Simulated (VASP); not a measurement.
Crystal: PtS2.

```xyz
3
Lattice="3.5432 0.0000 0.0000 -1.7716 3.0685 0.0000 0.0000 0.0000 5.0388" Properties=species:S:1:pos:R:3 pbc="T T T"
Pt    0.0000    0.0000    0.0000
S     1.7716    1.0228    3.8950
S     0.0000    2.0457    1.1438
```

```yaml
Program: VASP 6.6.1
Task: relaxation of cell and atoms
Functional: PBE
Dispersion: MBD
Potentials_or_basis: VASP PAW PBE potentials, release 64 (Pt, S)
Cutoff: 600 eV
k_mesh: 9 × 9 × 5
Occupations: fermi-dirac, width 0.05 eV
Spin: no spin polarisation
```

At the start: pressure 9.0 GPa; volume 18.26 Å³/atom.

**Question.** Where does the relaxation end?

**Answer.** Over 19 steps the energy falls by 39.3 meV/atom and the volume is 18.63 Å³/atom (+2.0 %); space group P-3m1 (No. 164, to 0.05 Å).

Step by step:
| step | energy change (eV) | largest force (eV/Å) | pressure (GPa) | volume (Å³) |
| --- | --- | --- | --- | --- |
| 1 | 0.0000 | 1.2358 | 9.00 | 54.78 |
| 2 | 0.1801 | 1.1350 | -12.03 | 63.32 |
| 3 | -0.1044 | 0.1832 | -0.87 | 57.78 |
| 4 | -0.1046 | 0.2247 | -0.49 | 57.64 |
| 5 | -0.1045 | 0.2424 | -0.33 | 57.58 |
| 6 | -0.1127 | 0.1431 | -0.14 | 57.35 |
| 7 | -0.1159 | 0.0359 | 0.05 | 57.10 |
| 8 | -0.1159 | 0.0287 | 0.06 | 57.09 |
| 9 | -0.1161 | 0.0046 | -0.25 | 57.15 |
| 10 | -0.1161 | 0.0011 | -0.21 | 57.14 |
| 11 | -0.1160 | 0.0062 | -0.15 | 57.13 |
| 12 | -0.1161 | 0.0053 | -0.15 | 57.09 |
| 13 | -0.1164 | 0.0029 | -0.15 | 56.96 |
| 14 | -0.1169 | 0.0018 | -0.15 | 56.70 |
| 15 | -0.1176 | 0.0101 | -0.13 | 56.18 |
| 16 | -0.1178 | 0.0137 | -0.12 | 55.94 |
| 17 | -0.1166 | 0.0893 | 0.92 | 55.58 |
| 18 | -0.1178 | 0.0054 | -0.03 | 55.91 |
| 19 | -0.1178 | 0.0021 | 0.00 | 55.90 |

Final structure:
```xyz
3
Lattice="3.5752 0.0000 0.0000 -1.7876 3.0962 0.0000 0.0000 0.0000 5.0501" Properties=species:S:1:pos:R:3 pbc="T T T"
Pt    0.0000    0.0000    0.0000
S     1.7876    1.0321    3.8330
S     0.0000    2.0641    1.2171
```
